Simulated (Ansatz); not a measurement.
Input of an Ansatz 0.2.0 run:

File input.yaml:

```yaml
crystal:
  lattice:
    - [6.33, 0.0, 0.0]
    - [0.0, 3.469, 0.0]
    - [-0.9467947088, 0.0, 13.8276237937]
  atoms:
    - { symbol: Te, position: [0.9437, 0.75, 0.6045] }
    - { symbol: Te, position: [0.0563, 0.25, 0.3955] }
    - { symbol: Te, position: [0.903, 0.25, 0.8514] }
    - { symbol: Te, position: [0.097, 0.75, 0.1486] }
    - { symbol: Te, position: [0.4112, 0.75, 0.8955] }
    - { symbol: Te, position: [0.5888, 0.25, 0.1045] }
    - { symbol: Te, position: [0.4432, 0.25, 0.6484] }
    - { symbol: Te, position: [0.5568, 0.75, 0.3516] }
    - { symbol: Mo, position: [0.8167, 0.75, 0.9926] }
    - { symbol: Mo, position: [0.1833, 0.25, 0.0074] }
    - { symbol: Mo, position: [0.6819, 0.25, 0.4934] }
    - { symbol: Mo, position: [0.3181, 0.75, 0.5066] }
hamiltonian:
  xc: lda
  pseudopotentials: { kind: paw }
kpoints:
  mp_grid: { grid: [4, 8, 2] }
scf:
  occupations: { method: fermi_dirac, width: 0.05 }
output:
  forces: true
  stress: true
relax:
  f_tol: 0.01
  max_steps: 40
  cell: { stress_tol: 0.05 }
```

Potentials or basis: Ansatz PAW.

Launch:

```bash
$ ansatz run input.yaml --threads 4 --pin off --max-ram 11264MiB --backend cpu --events-out ev --progress --plain --runs-dir out
```

What does it give for the space group after relaxing (to 0.05 Å)?

P2_1/m (No. 11).

What does it give for the relaxed cell?

a = 6.297 Å, b = 3.444 Å, c = 13.313 Å, α = 90.00°, β = 93.14°, γ = 90.00°.

What does it give for the relaxed volume?

24.02 Å³/atom.

Final structure:
```yaml
crystal:
  lattice:
    - [6.29730, 0.00000, 0.04946]
    - [0.00000, 3.44367, 0.00000]
    - [-0.83385, 0.00000, 13.28700]
  atoms:
    - { symbol: Te, position: [0.94167, 0.75000, 0.60510] }
    - { symbol: Te, position: [0.05833, 0.25000, 0.39490] }
    - { symbol: Te, position: [0.90781, 0.25000, 0.84680] }
    - { symbol: Te, position: [0.09219, 0.75000, 0.15320] }
    - { symbol: Te, position: [0.41572, 0.75000, 0.89519] }
    - { symbol: Te, position: [0.58428, 0.25000, 0.10481] }
    - { symbol: Te, position: [0.43851, 0.25000, 0.65282] }
    - { symbol: Te, position: [0.56149, 0.75000, 0.34718] }
    - { symbol: Mo, position: [0.81809, 0.75000, 0.99256] }
    - { symbol: Mo, position: [0.18191, 0.25000, 0.00744] }
    - { symbol: Mo, position: [0.68024, 0.25000, 0.49357] }
    - { symbol: Mo, position: [0.31976, 0.75000, 0.50643] }
```

Caveat: the PAW data sets come from PBE, with cores solved anew for the run's functional, which leaves a small shift of forces and pressure. Zero-point motion and thermal expansion aren't in these numbers.
